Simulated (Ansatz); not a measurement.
## Be, diamond: geometry optimisation

The calculation used DFT, revPBE, plane waves (420 eV) with PAW, scalar-relativistic (Ansatz 0.2.0). The PAW files were generated under PBE, with cores re-solved for the functional.

k-point mesh 12×12×12, Fermi-Dirac smearing 0.1 eV, no spin polarisation. Cell and atoms relax.

Starting structure:

```yaml
crystal:
  lattice:
    - [0.0, 2.2207471934, 2.2207471934]
    - [2.2207471934, 0.0, 2.2207471934]
    - [2.2207471934, 2.2207471934, 0.0]
  atoms:
    - { symbol: Be, position: [0.125, 0.125, 0.125] }
    - { symbol: Be, position: [0.875, 0.875, 0.875] }
hamiltonian:
  xc: revpbe
  pseudopotentials:
    kind: paw
    azcp:
      Be: "pseudopotentials/Be.paw.azcp"
basis:
  ecutwfc: 420
  fft_grid_basis: typed
kpoints:
  mp_grid: { grid: [12, 12, 12], shift: [0, 0, 0] }
magnetization:
  spin_polarized: false
scf:
  occupations: { method: fermi_dirac, width: 0.1 }
relax:
  max_steps: 60
  f_tol: 0.01
  cell: {}
```

What cell does the relaxation end in?

Fd-3m with a = 4.937 Å; 15.04 Å³ per atom against 10.95 at the start (37.3 %).

How much energy does the relaxation gain?

228.8 meV per atom.

Path of the relaxation (the plane waves are chosen anew near the end, which can shift the energy a little):

```csv
step,E − E(final) (meV/atom),V (Å³/atom),P (GPa),max force (eV/Å)
0,228.78,10.952,22.67,0.000
1,65.13,12.633,9.76,0.000
2,6.61,14.284,2.27,0.000
3,1.96,15.148,-0.40,0.000
4,1.77,15.009,-0.01,0.000
5,0.01,15.009,0.09,0.000
6,0.01,15.041,0.00,0.000
7,0.00,15.041,0.00,0.000
```
